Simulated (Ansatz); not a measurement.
A run of Ansatz 0.2.0:

The input input.yaml:

```yaml
crystal:
  lattice:
    - [0.0, 3.2333428, 3.2333428]
    - [3.2333428, 0.0, 3.2333428]
    - [3.2333428, 3.2333428, 0.0]
  atoms:
    - { symbol: Sn, position: [0.75, 0.75, 0.75] }
    - { symbol: Sn, position: [0.5, 0.5, 0.5] }
hamiltonian:
  xc: r2scan
  pseudopotentials: { kind: paw }
kpoints:
  mp_grid: { grid: [7, 7, 7] }
scf:
  occupations: { method: fermi_dirac, width: 0.05 }
output:
  forces: true
  stress: true
  eigenvalues: true
relax:
  f_tol: 0.01
  max_steps: 40
  cell: { stress_tol: 0.05, p_target: 10.0 }
```

Potentials or basis: Ansatz PAW.

Command:

```bash
$ ansatz run input.yaml --threads 2 --pin off --max-ram 5632MiB --backend cpu --events-out ev --progress --plain --runs-dir out
```

Hardware: 2 threads of Intel(R) Xeon(R) Platinum 8259CL CPU @ 2.50GHz (Skylake/Cascade Lake), with other jobs on the host.

**Question.** Estimate the wall time of this run.

**Answer.** Wall time 9.8 s on 2 threads of Intel(R) Xeon(R) Platinum 8259CL CPU @ 2.50GHz (Skylake/Cascade Lake), on a shared host, peak memory 0.6 GiB. Counts: scf iterations 25, plane waves 1471, k points 20, bands 18, ion steps 5.
